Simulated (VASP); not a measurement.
# Ir (Fm-3m) in VASP: further runs, part 2 of 2

VASP 6.6.1.

**5. Single point, PBE (a relaxed cell with its volume scaled by 0.97)**

Input file INCAR:

```
SYSTEM = Ir
PREC = Accurate
ENCUT = 520
EDIFF = 1E-7
ISMEAR = 0
SIGMA = 0.1
LREAL = .FALSE.
LASPH = .TRUE.
NELM = 80
ALGO = Normal
ISIF = 2
LWAVE = .FALSE.
LCHARG = .FALSE.
GGA = PE
NBANDS = 10
```

Input file KPOINTS:

```
Automatic mesh
0
G
  18 18 18
  0 0 0
```

Input file POSCAR:

```
Ir                                      
1.0
    0.0000000000      1.9177380339      1.9177380339
    1.9177380339      0.0000000000      1.9177380339
    1.9177380339      1.9177380339      0.0000000000
  Ir            
     1
Direct
     0.0000000000000000    0.0000000000000000    0.0000000000000000
```

Potentials or basis: VASP PAW PBE potentials, release 64 (Ir).

Started as:

```sh
cat potpaw_PBE.64/Ir/POTCAR > POTCAR
mpirun -np 1 vasp_std > vasp.out
```

OUTCAR:

```text
SYSTEM = Ir
   PREC = Accurate
   ENCUT = 520
   EDIFF = 1E-7
   ISMEAR = 0
   LREAL = .FALSE.
   LASPH = .TRUE.
   NELM = 80
   ISIF = 2
   GGA = PE

 ion  position               nearest neighbor table
   1  0.000  0.000  0.000-

  LATTYP: Found a face centered cubic cell.
 ALAT       =     3.8354760678

  Lattice vectors:

 A1 = (   0.0000000000,   1.9177380339,   1.9177380339)
 A2 = (   1.9177380339,   0.0000000000,   1.9177380339)
 A3 = (   1.9177380339,   1.9177380339,   0.0000000000)

Analysis of symmetry for initial positions (statically):
=====================================================================
 Subroutine PRICEL returns:
 Original cell was already a primitive cell.

 Routine SETGRP: Setting up the symmetry group for a
 face centered cubic supercell.

 Subroutine GETGRP returns: Found 48 space group operations
 (whereof 48 operations were pure point group operations)
 out of a pool of 48 trial point group operations.

The static configuration has the point symmetry O_h .

Analysis of symmetry for dynamics (positions and initial velocities):
[... 165 lines left out ...]
 k-point     1 :       0.0000    0.0000    0.0000
  band No.  band energies     occupation
      1      -0.6940      2.00000
      2       6.5547      2.00000
      3       6.5547      2.00000
      4       6.5547      2.00000
      5       9.2564      2.00000
      6       9.2564      2.00000
      7      24.7765      0.00000
      8      30.3808      0.00000
      9      30.3808      0.00000
     10      30.3808      0.00000
[... 287 lines left out ...]
 k-point    24 :      -0.2222    0.0556    0.0000
  band No.  band energies     occupation
      1       1.5262      2.00000
      2       5.8864      2.00000
      3       7.0123      2.00000
      4       7.1047      2.00000
      5       8.9655      2.00000
      6       9.8303      2.00000
      7      24.6388      0.00000
      8      27.4320      0.00000
      9      32.5539      0.00000
     10      33.7827      0.00000

 [... further k-points ...]

------------------------ aborting loop because EDIFF is reached ----------------------------------------

  FORCE on cell =-STRESS in cart. coord.  units (eV):
  Direction    XX          YY          ZZ          XY          YZ          ZX
  --------------------------------------------------------------------------------------
  -------------------------------------------------------------------------------------
  Total        0.9533790      0.9533790      0.9533790     -0.0000000      0.0000000      0.0000000
  in kB      108.2874997    108.2874997    108.2874997     -0.0000000      0.0000000      0.0000000
  external PRESSURE =     108.2874997 kB  Pullay stress =       0.0000000 kB

 VOLUME and BASIS-vectors are now :
 -----------------------------------------------------------------------------
  energy-cutoff  :      520.00
  volume of cell :       14.11
      direct lattice vectors                 reciprocal lattice vectors
     0.000000000  1.917738034  1.917738034    -0.260723827  0.260723827  0.260723827
     1.917738034  0.000000000  1.917738034     0.260723827 -0.260723827  0.260723827
     1.917738034  1.917738034  0.000000000     0.260723827  0.260723827 -0.260723827

 POSITION                                       TOTAL-FORCE (eV/Angst)
 -----------------------------------------------------------------------------------
      0.00000      0.00000      0.00000        -0.000000      0.000000     -0.000000
 -----------------------------------------------------------------------------------
    total drift:                                0.000000     -0.000000     -0.000000

  FREE ENERGIE OF THE ION-ELECTRON SYSTEM (eV)
  ---------------------------------------------------
  free  energy   TOTEN  =        -8.8400951346 eV

  energy  without entropy=       -8.8350175050  energy(sigma->0) =       -8.83755632
```

OSZICAR:

```text
N       E                     dE             d eps       ncg     rms          rms(c)
DAV:   1     0.493369473616E+02    0.49337E+02   -0.44030E+03  3940   0.818E+02
DAV:   2    -0.844862219154E+01   -0.57786E+02   -0.54469E+02  3990   0.199E+02
DAV:   3    -0.938340215772E+01   -0.93478E+00   -0.93029E+00  4540   0.307E+01
DAV:   4    -0.939190536514E+01   -0.85032E-02   -0.85009E-02  4406   0.271E+00
DAV:   5    -0.939207418263E+01   -0.16882E-03   -0.16881E-03  4406   0.367E-01    0.154E+01
DAV:   6    -0.893321012638E+01    0.45886E+00   -0.78771E-01  4362   0.109E+01    0.635E+00
DAV:   7    -0.884624734309E+01    0.86963E-01   -0.25902E-01  4652   0.577E+00    0.147E+00
DAV:   8    -0.884225274114E+01    0.39946E-02   -0.22793E-03  4232   0.528E-01    0.833E-01
DAV:   9    -0.884008832743E+01    0.21644E-02   -0.15151E-03  4440   0.543E-01    0.131E-02
DAV:  10    -0.884009481363E+01   -0.64862E-05   -0.85624E-06  5284   0.257E-02    0.212E-02
DAV:  11    -0.884009517601E+01   -0.36238E-06   -0.52761E-07  4298   0.847E-03    0.658E-04
DAV:  12    -0.884009513461E+01    0.41403E-07   -0.81271E-09  2370   0.876E-04
   1 F= -.88400951E+01 E0= -.88375563E+01  d E =-.507763E-02
```

Run time: 9.2 s. Hardware: 1 thread of Intel Xeon 6975P-C (Granite Rapids), shared host; peak memory 0.14 GiB.

What came out:

```
Free energy            : -8.8401 eV
Pressure               : 10.8 GPa
Band gap on the k mesh : none (metal or under the smearing width)
```

**6. The runs side by side**

| task | cell | gap on the mesh (eV) | pressure (GPa) |
| --- | --- | --- | --- |
| relaxation of cell and atoms | relaxed | none | -0.6 |
| single point | as given | none | -0.6 |
| single point | a relaxed cell with its volume scaled by 0.97 | none | 10.8 |

Alike in all rows: level PBE; potentials or basis VASP PAW PBE potentials, release 64 (Ir); no spin polarisation; k mesh 18 × 18 × 18; cutoff (eV) 520; smearing gaussian 0.1 eV.

Caveats: the relaxation stopped at its first step, so nothing moved (some runs).

Absolute energies hang on the potentials; compare differences alone.
